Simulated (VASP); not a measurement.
Wanted: the native input for a VASP 6.6.1 run.

```yaml
Task: band structure
Functional: RPBE
Potentials_or_basis: VASP PAW PBE potentials, release 64 (P, B)
Cutoff: 520 eV
k_mesh: 10 × 10 × 10
Occupations: fermi-dirac, width 0.05 eV
Spin: no spin polarisation
Further_INCAR_settings: ALGO = Normal; EDIFF = 1e-07; NBANDS = 11
```

Crystal: BP.

```xyz
2
Lattice="0.0000 2.2690 2.2690 2.2690 0.0000 2.2690 2.2690 2.2690 0.0000" Properties=species:S:1:pos:R:3 pbc="T T T"
P     3.4035    3.4035    3.4035
B     0.0000    0.0000    0.0000
```

These files were run (other wordings do the same):

POSCAR

```
BP
1.0
    0.0000000000      2.2690000000      2.2690000000
    2.2690000000      0.0000000000      2.2690000000
    2.2690000000      2.2690000000      0.0000000000
P B
1 1
Direct
    0.7500000000      0.7500000000      0.7500000000
    0.0000000000      0.0000000000      0.0000000000
```

INCAR.step1

```
ALGO = Normal
EDIFF = 1E-7
ENCUT = 520
GGA = RP
ISIF = 2
ISMEAR = -1
LASPH = True
LCHARG = True
LREAL = False
LWAVE = False
NBANDS = 11
NELM = 60
PREC = Accurate
SIGMA = 0.05
```

KPOINTS.step1

```
k-points
0
Gamma
  10 10 10
```

INCAR.step2

```
ALGO = Normal
EDIFF = 1E-7
ENCUT = 520
GGA = RP
ICHARG = 11
ISIF = 2
ISMEAR = 0
LASPH = True
LCHARG = False
LREAL = False
LWAVE = False
NBANDS = 11
NELM = 60
PREC = Accurate
SIGMA = 0.05
```

KPOINTS.step2

```
path GXWKGLUWLK,UX
10
line-mode
reciprocal
 0.0000000000  0.0000000000  0.0000000000  G
 0.5000000000  0.0000000000  0.5000000000  X

 0.5000000000  0.0000000000  0.5000000000  X
 0.5000000000  0.2500000000  0.7500000000  W

 0.5000000000  0.2500000000  0.7500000000  W
 0.3750000000  0.3750000000  0.7500000000  K

 0.3750000000  0.3750000000  0.7500000000  K
 0.0000000000  0.0000000000  0.0000000000  G

 0.0000000000  0.0000000000  0.0000000000  G
 0.5000000000  0.5000000000  0.5000000000  L

 0.5000000000  0.5000000000  0.5000000000  L
 0.6250000000  0.2500000000  0.6250000000  U

 0.6250000000  0.2500000000  0.6250000000  U
 0.5000000000  0.2500000000  0.7500000000  W

 0.5000000000  0.2500000000  0.7500000000  W
 0.5000000000  0.5000000000  0.5000000000  L

 0.5000000000  0.5000000000  0.5000000000  L
 0.3750000000  0.3750000000  0.7500000000  K

 0.6250000000  0.2500000000  0.6250000000  U
 0.5000000000  0.0000000000  0.5000000000  X
```

Potentials or basis: VASP PAW PBE potentials, release 64 (P, B).

Run with:

```sh
$ cat potpaw_PBE.64/P/POTCAR potpaw_PBE.64/B/POTCAR > POTCAR
$ cp INCAR.step1 INCAR
$ cp KPOINTS.step1 KPOINTS
$ mpirun -np 1 vasp_std > vasp.out
$ cp INCAR.step2 INCAR
$ cp KPOINTS.step2 KPOINTS
$ mpirun -np 1 vasp_std > vasp.out
```

It gave:

```
Band gap on the k mesh  : 1.25 eV, indirect (least direct gap 3.39 eV)
Band gap along the path : 1.26 eV, indirect (least direct gap 3.39 eV)
```

Caveat: the log is that of the step along the path at fixed density, whose energy, stress, charges and moments have no meaning.

Wall time 17 s on 1 thread of AMD EPYC 7R13 Processor (Zen 3), on a shared host, peak memory 0.11 GiB.
